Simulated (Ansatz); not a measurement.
# Co (P6_3/mmc) in Ansatz: notebook

The runs below take Co through single point, equation of state, with RPBE+D4.

Program: Ansatz 0.2.0. These are calculated values, not measurements. Logs are shortened: lines on timing, memory, paths and dates and some standing lists are left out, and cuts for length are marked.

## Step 1: The structure

The structure is hexagonal, space group P6_3/mmc (No. 194). Conventional cell: a = 2.472 Å, b = 2.472 Å, c = 4.021 Å, α = 90.00°, β = 90.00°, γ = 120.00°. Around Co (site symmetry -6m2) lie 12 Co at 2.47 Å.

## Step 2: Single point, RPBE+D4, collinear spin, ferromagnetic start, 10.00 Å³/atom (volume scaled by 0.94)

The input, input.yaml:

```yaml
crystal:
  lattice:
    - [2.4215367659, 0.0, 0.0]
    - [-1.210768383, 2.0971123555, 0.0]
    - [0.0, 0.0, 3.9390568819]
  atoms:
    - { symbol: Co, position: [0.6666666667, 0.3333333333, 0.75], spin: 2.0 }
    - { symbol: Co, position: [0.3333333333, 0.6666666667, 0.25], spin: 2.0 }
hamiltonian:
  xc: rpbe
  pseudopotentials: { kind: paw }
  dispersion: d4
magnetization:
  spin_polarized: true
kpoints:
  mp_grid: { grid: [12, 12, 7] }
scf:
  occupations: { method: fermi_dirac, width: 0.05 }
output:
  forces: true
  stress: true
  eigenvalues: true
```

Potentials or basis: Ansatz PAW.

Run with:

```bash
$ ansatz run input.yaml --threads 2 --pin off --max-ram 5120MiB --backend cpu --events-out ev --progress --plain --runs-dir out
```

Log:

```text
Warning: RAYON_NUM_THREADS=2 ignored (pool sized by the plan → 2); use --threads N
Engine: ansatz 0.2.0, aarch64-unknown-linux-gnu
Pseudopotentials: kind: paw
Pseudopotential: Co, paw, valence charge 17, recommended cutoff 420 eV (normal), Co.paw.azcp
Functional definition: RPBE
  parameter kappa = 0.804
  parameter beta = 0.06672455060314922
  exchange = rpbe_x(kappa = kappa, mu = beta*pi^2/3)
  correlation = pbe_c(beta = beta)
Crystal: 2 atoms, lattice volume = 20.003 Å³
Basis set: ecut = 420 eV, 379 PW (Γ), exchange–correlation on 36×36×54 points (8 copies of the dense FFT grid, shifted against one another)
Bands: 23, of which v1, the nominal top of the filled ones, is band 17 counted from 1 (16 counted from 0)
Symmetry: 24 space group operations
Space group: P63/mmc (ITA 194), of the structure as read, at distance tolerance 2.7e-5 Å
Magnetic group: BNS 194.263 (UNI 1493), of the structure as read, at distance tolerance 2.7e-5 Å
k-points: 76 of 1008
Non-local potential: Co, projectors of the file, l = 0: 3, l = 1: 2, l = 2: 3, l = 3: 1
PAW form: soft (Blöchl's): semilocal exchange-correlation on the pseudo side does not see the compensation charge
PAW frozen core: Co, regenerated for the run's functional, and the local potential with it (the file was generated under x = pbe(κ = 0.804, μ = 0.2195149727645171), c = pbe(β = 0.06672455060314922))
PAW one-centre angular grid: Co, 590 points (default); XC on 64 Gauss nodes
Initial density: superposition of atomic densities (chi_scale 0.1, normalization cell)
Starting moments: Σ|m| = 4 μB on 2 of 2 sites
Initial wavefunctions: pseudopotential atomic-orbital guess
Functional: x = rpbe, c = pbe(β = 0.06672455060314922)
SCF iter   1: F=—  HF=-10262.861314 eV  |F-HF|=—  |Δ(HF+E_count)|=         —  Δρ=7.80e-2 (↑7.80e-2 ↓7.70e-2)  dr2=2.65e0  dr2_m=5.73e-2  M=3.301 μB ∫|m|=3.429 μB  β_m=0.30  ethr=3.10e-3  ⟨swp⟩=5.2  Hψ=13124  notcnv=0
Mixer restart at iter 1: flushing history
preconditioner: auto → none  [metal: Δε(μ)=0.015 eV  Ē_g=9.776 eV  σ=0.050 eV  W_gap=0.07  n_scr=2 (ndim 8)  ℏωp=35.2 eV  f_vac=0.000  D(μ)=1.99/eV (n_scr^D=22)  sad-step TF]
SCF iter   2: F=—  HF=-10262.082728 eV  |F-HF|=—  |Δ(HF+E_count)|=   7.79e-1  Δρ=3.00e-2 (↑1.48e-2 ↓3.00e-2)  dr2=1.96e-1  dr2_m=4.38e-2  M=3.375 μB ∫|m|=3.548 μB  β_m=0.34  ethr=3.10e-3  ⟨swp⟩=2.7  Hψ=6628  notcnv=0  defer=108
SCF iter   3: F=—  HF=-10262.746877 eV  |F-HF|=—  |Δ(HF+E_count)|=   6.64e-1  Δρ=1.68e-2 (↑1.68e-2 ↓1.03e-2)  dr2=2.49e-2  dr2_m=1.63e-2  M=3.306 μB ∫|m|=3.525 μB  β_m=0.50  ethr=5.77e-4  ⟨swp⟩=2.1  Hψ=4859  notcnv=0  defer=108
SCF iter   4: F=—  HF=-10263.381788 eV  |F-HF|=—  |Δ(HF+E_count)|=   6.35e-1  Δρ=1.41e-2 (↑1.41e-2 ↓1.41e-2)  dr2=6.99e-2  dr2_m=5.23e-3  M=3.207 μB ∫|m|=3.471 μB  β_m=0.75  ethr=7.33e-5  ⟨swp⟩=2.9  Hψ=6487  notcnv=0  defer=108
SCF iter   5: F=—  HF=-10263.692337 eV  |F-HF|=—  |Δ(HF+E_count)|=   3.11e-1  Δρ=3.80e-3 (↑3.39e-3 ↓3.80e-3)  dr2=5.37e-3  dr2_m=2.94e-4  M=3.112 μB ∫|m|=3.415 μB  β_m=0.87  ethr=7.33e-5  ⟨swp⟩=2.5  Hψ=7258  notcnv=0  defer=98
SCF iter   6: F=—  HF=-10263.709463 eV  |F-HF|=—  |Δ(HF+E_count)|=   1.71e-2  Δρ=6.67e-4 (↑6.67e-4 ↓2.77e-4)  dr2=3.30e-5  dr2_m=2.91e-5  M=3.085 μB ∫|m|=3.399 μB  β_m=0.94  ethr=1.58e-5  ⟨swp⟩=2.2  Hψ=6912  notcnv=0  defer=73
SCF iter   7: F=—  HF=-10263.709656 eV  |F-HF|=—  |Δ(HF+E_count)|=   1.92e-4  Δρ=4.25e-4 (↑4.25e-4 ↓1.11e-4)  dr2=2.65e-5  dr2_m=5.20e-6  M=3.081 μB ∫|m|=3.397 μB  β_m=0.97  ethr=9.71e-8  ⟨swp⟩=2.0  Hψ=5859  notcnv=0  defer=69
SCF iter   8: F=—  HF=-10263.709647 eV  |F-HF|=—  |Δ(HF+E_count)|=   8.22e-6  Δρ=1.11e-4 (↑1.11e-4 ↓1.88e-5)  dr2=1.80e-6  dr2_m=4.72e-7  M=3.081 μB ∫|m|=3.397 μB  β_m=0.98  ethr=7.80e-8  ⟨swp⟩=1.4  Hψ=3848  notcnv=0  defer=69
SCF iter   9: F=—  HF=-10263.709647 eV  |F-HF|=—  |Δ(HF+E_count)|=   3.20e-7  Δρ=1.21e-5 (↑2.93e-6 ↓1.21e-5)  dr2=1.51e-8  dr2_m=4.96e-9  M=3.081 μB ∫|m|=3.396 μB  β_m=0.98  ethr=5.28e-9  ⟨swp⟩=2.4  Hψ=5377  notcnv=0  defer=69
SCF iter  10: F=-10263.709647 eV  HF=-10263.709647 eV  |F-HF|=7.06e-10  |Δ(HF+E_count)|=   7.57e-9  Δρ=2.06e-6 (↑8.75e-7 ↓2.06e-6)  dr2=8.48e-10  dr2_m=7.37e-11  M=3.081 μB ∫|m|=3.396 μB  ethr=4.44e-11  ⟨swp⟩=3.3  Hψ=11323  notcnv=0
SCF 1 converged in 10 iterations: F = -10263.709647 eV  dr2 = 8.48e-10
SCF converged after 10 iterations
Magnetization: 3.0809 μB (18.5404 up, 15.4596 down)
Absolute magnetization: 3.3984 μB (∫|ρ↑−ρ↓|, with the PAW one-centre terms)
Spin contamination: 0.0503 ħ² per cell (⟨S²⟩ above its minimum at these occupations)
Per-site moments (μB) at R_I (Å): [(1.6133433723158, 0.9963096809807415), (1.6133433723158, 0.9963096809807415)]
Free energy (F): -10263.709647 eV
Harris-Foulkes:  -10263.709647 eV  (|F-HF|=7.06e-10)
Internal energy: -10263.694694 eV  (E = F + TS)
E sigma→0 (E₀):  -10263.702171 eV
Entropy (-TS):   -0.014953 eV (-7.476 meV/atom)
Fermi energy:    20.732178 eV
--- Per-component energies (eV) ---
  E_band       = -424.290301
  E_kinetic    = 912.586476
  E_local      = -5430.104430  (includes V_loc(G=0)·N_el)
  E_nonlocal   = 906.553863
  E_hartree    = 2288.598360
  E_xc         = -320.314987
  E_vxc        = -412.913331  (∫ρ·V_xc dr)
  E_paw        = -3040.679672  (= ΣΔE_a)
  E_vpaw       = -977.607215  (= ΣTr[D̂ρ^β])
  E_aug_tail   = 0.000288  (compensation charges beyond the density's cutoff)
  E_ewald      = -5578.430520
  E_disp       = -1.811431  (pairwise vdW)
  E_core_change = -0.092639  (= ΣΔE_core)
  E_smearing   = -0.014953  (= −TS)
  E_closure    = 0.000000  (closes the sum)
  Σ components = -10263.709647   (vs F -10263.709647, Δ=0.00e0)
--- Forces (eV/Å), atoms counted from 1 ---
  atom   1  Co    -0.00000000    -0.00000000     0.00000000
  atom   2  Co     0.00000000     0.00000000     0.00000000
  max |Σ_I F_I| component: 1.39e-17 eV/Å
--- Stress (GPa, compression-positive) ---
       14.507805       0.000000       0.000000
        0.000000      14.507805       0.000000
        0.000000       0.000000      11.616034
  P = ⅓ Tr σ = 13.5439 GPa (135.439 kbar)
--- Band table (eV; the first three rows and the last of 152) ---
  k-point 0 ↑: bands = ["-75.5311", "-75.4516", "-38.9049", "-38.5279", "-38.5279", "-38.4730", "-38.4673", "-38.4673", "11.2372", "15.1403", "17.9383", "17.9982", "17.9982", "18.3516", "18.3516", "18.7761", "18.7761", "20.0064", "20.0064", "20.4506", "27.7096", "43.2197", "46.5084"]
  k-point 1 ↑: bands = ["-75.5271", "-75.4557", "-38.8839", "-38.5249", "-38.5249", "-38.4948", "-38.4703", "-38.4703", "11.4546", "15.0989", "17.8788", "17.9439", "17.9439", "18.2905", "18.2905", "18.9119", "18.9119", "19.6973", "19.9933", "19.9933", "28.8734", "43.0884", "45.1699"]
  k-point 2 ↑: bands = ["-75.5162", "-75.4667", "-38.8248", "-38.5555", "-38.5165", "-38.5165", "-38.4787", "-38.4787", "12.0845", "14.8464", "17.7297", "17.8780", "17.8780", "18.1446", "18.1446", "18.4195", "19.2050", "19.2050", "19.9284", "19.9284", "31.4912", "41.5030", "43.6583"]
  k-point 75 ↓: bands = ["-73.4395", "-73.4395", "-36.8687", "-36.8687", "-36.7960", "-36.7651", "-36.5873", "-36.5873", "17.7001", "17.7913", "17.8412", "17.8412", "18.7578", "18.7578", "20.3520", "20.6447", "21.9150", "21.9150", "27.5177", "27.5177", "28.6501", "29.9488", "31.9318"]
```

It took 3.3 s on 2 threads of Arm Neoverse V1, shared host; peak memory 0.34 GiB.

What came out:

| Property | Result |
| --- | --- |
| Free energy | -10263.7096 eV |
| Pressure | 13.5 GPa |
| Band gap on the k mesh | none (metal or under the smearing width) |
| Net moment | 3.08 μB per cell |
| Absolute moment | 3.40 μB per cell |
| Site moments | Co +1.61 μB |

Caveat: pairwise dispersion overbinds metals, which lowers pressure and volume; the PAW data sets come from PBE, with cores solved anew for the run's functional, which leaves a small shift of forces and pressure.

## Step 3: Single point, RPBE+D4, collinear spin, ferromagnetic start, 10.21 Å³/atom (volume scaled by 0.96)

Edit input.yaml of step 2 so:

```diff
@@ -2,5 +2,5 @@
   lattice:
-    - [2.4215367659, 0.0, 0.0]
-    - [-1.210768383, 2.0971123555, 0.0]
-    - [0.0, 0.0, 3.9390568819]
+    - [2.4385904036, 0.0, 0.0]
+    - [-1.2192952018, 2.1118812389, 0.0]
+    - [0.0, 0.0, 3.9667976331]
   atoms:
```

Potentials or basis: Ansatz PAW.

Run with:

```bash
$ ansatz run input.yaml --threads 2 --pin off --max-ram 5120MiB --backend cpu --events-out ev --progress --plain --runs-dir out
```

It took 3.5 s on 2 threads of Arm Neoverse V1, shared host; peak memory 0.34 GiB.

The run converged. Its results:

| Property | Result |
| --- | --- |
| Free energy | -10263.7381 eV |
| Pressure | 8.0 GPa |
| Band gap on the k mesh | none (metal or under the smearing width) |
| Net moment | 3.14 μB per cell |
| Absolute moment | 3.47 μB per cell |
| Site moments | Co +1.65 μB |

Caveat: pairwise dispersion overbinds metals, which lowers pressure and volume; the PAW data sets come from PBE, with cores solved anew for the run's functional, which leaves a small shift of forces and pressure.

## Step 4: Single point, RPBE+D4, collinear spin, ferromagnetic start, 10.43 Å³/atom (volume scaled by 0.98)

Edit input.yaml of step 3 so:

```diff
@@ -2,5 +2,5 @@
   lattice:
-    - [2.4385904036, 0.0, 0.0]
-    - [-1.2192952018, 2.1118812389, 0.0]
-    - [0.0, 0.0, 3.9667976331]
+    - [2.4554087999, 0.0, 0.0]
+    - [-1.2277044, 2.1264463974, 0.0]
+    - [0.0, 0.0, 3.9941557227]
   atoms:
```

Run with:

```bash
$ ansatz run input.yaml --threads 2 --pin off --max-ram 5120MiB --backend cpu --events-out ev --progress --plain --runs-dir out
```

Wall time 3.3 s (2 threads of Arm Neoverse V1, shared host); peak memory 0.35 GiB.

The run converged. Its results:

```
Free energy            : -10263.7526 eV
Pressure               : 3.0 GPa
Band gap on the k mesh : none (metal or under the smearing width)
Net moment             : 3.20 μB per cell
Absolute moment        : 3.54 μB per cell
Site moments           : Co +1.68 μB
```

Caveat: pairwise dispersion overbinds metals, which lowers pressure and volume; the PAW data sets come from PBE, with cores solved anew for the run's functional, which leaves a small shift of forces and pressure.

## Step 5: Single point, RPBE+D4, collinear spin, ferromagnetic start, 10.64 Å³/atom

Edit input.yaml of step 4 so:

```diff
@@ -2,5 +2,5 @@
   lattice:
-    - [2.4554087999, 0.0, 0.0]
-    - [-1.2277044, 2.1264463974, 0.0]
-    - [0.0, 0.0, 3.9941557227]
+    - [2.4719999032, 0.0, 0.0]
+    - [-1.2359999516, 2.1408147143, 0.0]
+    - [0.0, 0.0, 4.02114408]
   atoms:
```

Run with:

```bash
$ ansatz run input.yaml --threads 2 --pin off --max-ram 5120MiB --backend cpu --events-out ev --progress --plain --runs-dir out
```

Wall time 3.2 s (2 threads of Arm Neoverse V1, shared host); peak memory 0.35 GiB.

Results (log left out):

```yaml
Free_energy: -10263.7544 eV
Pressure: -1.5 GPa
Band_gap_on_the_k_mesh: none (metal or under the smearing width)
Net_moment: 3.24 μB per cell
Absolute_moment: 3.59 μB per cell
Site_moments: Co +1.70 μB
```

Caveat: pairwise dispersion overbinds metals, which lowers pressure and volume; the PAW data sets come from PBE, with cores solved anew for the run's functional, which leaves a small shift of forces and pressure.

## Step 6: Single point, RPBE+D4, collinear spin, ferromagnetic start, 10.85 Å³/atom (volume scaled by 1.02)

Edit input.yaml of step 5 so:

```diff
@@ -2,5 +2,5 @@
   lattice:
-    - [2.4719999032, 0.0, 0.0]
-    - [-1.2359999516, 2.1408147143, 0.0]
-    - [0.0, 0.0, 4.02114408]
+    - [2.4883712406, 0.0, 0.0]
+    - [-1.2441856203, 2.1549927084, 0.0]
+    - [0.0, 0.0, 4.0477749493]
   atoms:
```

Potentials or basis: Ansatz PAW.

Run with:

```bash
$ ansatz run input.yaml --threads 2 --pin off --max-ram 5120MiB --backend cpu --events-out ev --progress --plain --runs-dir out
```

Wall time 3.2 s (2 threads of Arm Neoverse V1, shared host); peak memory 0.35 GiB.

It converged, with:

```
Free energy            : -10263.7448 eV
Pressure               : -5.6 GPa
Band gap on the k mesh : none (metal or under the smearing width)
Net moment             : 3.28 μB per cell
Absolute moment        : 3.64 μB per cell
Site moments           : Co +1.72 μB
```

Caveat: pairwise dispersion overbinds metals, which lowers pressure and volume; the PAW data sets come from PBE, with cores solved anew for the run's functional, which leaves a small shift of forces and pressure.

## Step 7: Single point, RPBE+D4, collinear spin, ferromagnetic start, 11.07 Å³/atom (volume scaled by 1.04)

Edit input.yaml of step 6 so:

```diff
@@ -2,5 +2,5 @@
   lattice:
-    - [2.4883712406, 0.0, 0.0]
-    - [-1.2441856203, 2.1549927084, 0.0]
-    - [0.0, 0.0, 4.0477749493]
+    - [2.5045299482, 0.0, 0.0]
+    - [-1.2522649741, 2.1689865596, 0.0]
+    - [0.0, 0.0, 4.0740599388]
   atoms:
```

Run with:

```bash
$ ansatz run input.yaml --threads 2 --pin off --max-ram 5120MiB --backend cpu --events-out ev --progress --plain --runs-dir out
```

It took 3.2 s on 2 threads of Arm Neoverse V1, shared host; peak memory 0.35 GiB.

The run converged. Its results:

* Free energy: -10263.7251 eV
* Pressure: -9.2 GPa
* Band gap on the k mesh: none (metal or under the smearing width)
* Net moment: 3.31 μB per cell
* Absolute moment: 3.69 μB per cell
* Site moments: Co +1.74 μB

Caveat: pairwise dispersion overbinds metals, which lowers pressure and volume; the PAW data sets come from PBE, with cores solved anew for the run's functional, which leaves a small shift of forces and pressure.

## Step 8: Single point, RPBE+D4, collinear spin, ferromagnetic start, 11.28 Å³/atom (volume scaled by 1.06)

Edit input.yaml of step 7 so:

```diff
@@ -2,5 +2,5 @@
   lattice:
-    - [2.5045299482, 0.0, 0.0]
-    - [-1.2522649741, 2.1689865596, 0.0]
-    - [0.0, 0.0, 4.0740599388]
+    - [2.5204827983, 0.0, 0.0]
+    - [-1.2602413992, 2.1828021331, 0.0]
+    - [0.0, 0.0, 4.1000100648]
   atoms:
@@ -22 +22,5 @@
   eigenvalues: true
+  write_density: true
+  write_potential: true
+  elf: true
+  volumetric_format: npy
```

Run with:

```bash
$ ansatz run input.yaml --threads 2 --pin off --max-ram 5120MiB --backend cpu --events-out ev --progress --plain --runs-dir out
```

Wall time 4 s (2 threads of Arm Neoverse V1, shared host); peak memory 0.35 GiB.

It converged, with:

* Free energy: -10263.6961 eV
* Pressure: -12.5 GPa
* Band gap on the k mesh: none (metal or under the smearing width)
* Net moment: 3.34 μB per cell
* Absolute moment: 3.72 μB per cell
* Site moments: Co +1.76 μB

Caveat: pairwise dispersion overbinds metals, which lowers pressure and volume; the PAW data sets come from PBE, with cores solved anew for the run's functional, which leaves a small shift of forces and pressure.

## Step 9: Equation of state, RPBE+D4, collinear spin, ferromagnetic start

Potentials or basis: Ansatz PAW.

No new run: the results of the series are fitted here.

Results:

| Quantity | Value |
| --- | --- |
| Equilibrium volume | 10.57 Å³/atom |
| Bulk modulus at fixed shape and positions | 220 GPa |
| Pressure derivative of the bulk modulus | 4.2 |

Energy against volume, from the lowest point:
```tsv
volume (Å³/atom)	energy (meV/atom)
10.002	22.36
10.215	8.14
10.427	0.91
10.640	0.00
10.853	4.78
11.066	14.66
11.279	29.16
```

Caveat: the potentials were made for another functional, which shifts forces and pressure; the cell was scaled at fixed shape and fractional positions, which overstates the stiffness of a crystal with free parameters, most of all of layers and chains.
